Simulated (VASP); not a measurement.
Crystal: I.

```
CELL_PARAMETERS angstrom
3.63503 -2.39502 0.00000
3.63503 2.39502 0.00000
0.00000 0.00000 9.79344
ATOMIC_POSITIONS crystal
I 0.64930 0.35070 0.38440
I 0.14930 0.85070 0.11560
I 0.35070 0.64930 0.61560
I 0.85070 0.14930 0.88440
```

Base run:

- Program: VASP 6.6.1
- Functional: r2SCAN-EpsX
- Potentials or basis: VASP PAW PBE potentials, release 64 (I)
- Cutoff: 520 eV
- k mesh: 6 × 6 × 2
- Occupations: gaussian, width 0.02 eV
- Spin: no spin polarisation

Its results: band gap on the k mesh 2.23 eV, indirect (least direct gap 2.42 eV); pressure 0.8 GPa; largest force 0.367 eV/Å.

Q: The run is repeated on the same cell with these changes: functional from r2SCAN-EpsX to PBE0. What comes out?

A: Band gap on the k mesh 2.86 eV, indirect (least direct gap 3.08 eV); pressure 0.7 GPa; largest force 0.226 eV/Å.

Caveats: the PAW data sets were made with another functional, which shifts forces and pressure a little; spin-orbit coupling is left out, which moves the levels of the heavy elements.
